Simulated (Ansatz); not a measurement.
# Pt: the order of phases at one pressure

Aim: bring Pt in several structures (fcc, bcc, hcp, diamond, sc, beta tin) to one pressure and rank them by enthalpy. The pressure is set by scaling the first phase. Methods of the runs shown: LAPW. Companion runs by PAW are cited.

Method: DFT, PBE, all-electron LAPW, scalar-relativistic, in Ansatz 0.2.0.

## Step 1: The system as given

Symmetry: Fm-3m, No. 225, cubic system. The conventional cell has a = 3.816 Å, b = 3.816 Å, c = 3.816 Å, α = 90.00°, β = 90.00°, γ = 90.00°. Pt (site symmetry m-3m) is surrounded by 12 Pt at 2.70 Å.

Coordinates:

```xyz
1
Lattice="0.0000 1.9079 1.9079 1.9079 0.0000 1.9079 1.9079 1.9079 0.0000" Properties=species:S:1:pos:R:3 pbc="T T T"
Pt    0.0000    0.0000    0.0000
```

## Step 2: Fcc relaxed under pressure, LAPW

input.yaml

```yaml
crystal:
  lattice:
    - [0.0, 1.9079322162, 1.9079322162]
    - [1.9079322162, 0.0, 1.9079322162]
    - [1.9079322162, 1.9079322162, 0.0]
  atoms:
    - { symbol: Pt, position: [0.0, 0.0, 0.0] }
kpoints:
  mp_grid: { grid: [17, 17, 17] }
scf:
  occupations: { method: fermi_dirac, width: 0.1 }
hamiltonian:
  xc: pbe
  pseudopotentials: { kind: all_electron, lapw: { basis_error: 0.0005 } }
output:
  forces: true
  stress: true
  eigenvalues: true
relax:
  f_tol: 0.005
  max_steps: 12
  cell: { p_target: 41.0, stress_tol: 0.03 }
```

Command:

```console
$ ansatz run input.yaml --threads 1 --pin off --max-ram 3584MiB --backend cpu --events-out ev --progress --plain --runs-dir out
```

The runs that follow: Bcc relaxed under pressure, LAPW; Hcp relaxed under pressure, LAPW; Diamond relaxed under pressure, LAPW; Sc relaxed under pressure, LAPW; Beta tin relaxed under pressure, LAPW.

**Question.** What will these runs give? Wanted: pressure; lowest (for each run or level that gives them).

As calculated:

| quantity | value |
| --- | --- |
| pressure | 41 GPa |
| lowest (LAPW) | fcc, 79.8 meV/atom under hcp |
| lowest (PAW) | fcc, 79.8 meV/atom under hcp |

By LAPW the order is fcc < hcp < bcc < beta tin < sc < diamond. By PAW the order is fcc < hcp < bcc < beta tin < sc < diamond. The methods agree on the lowest phase. Only these structures were tried, with electrons smeared by 0.1 eV and without vibrations, so the true ground state may be another. The k meshes differ between phases and weren't tested, which can move differences by some meV. Spin-orbit coupling is left out, though the cell holds Pt; in elements this heavy it can shift bands and gaps by tenths of an eV.
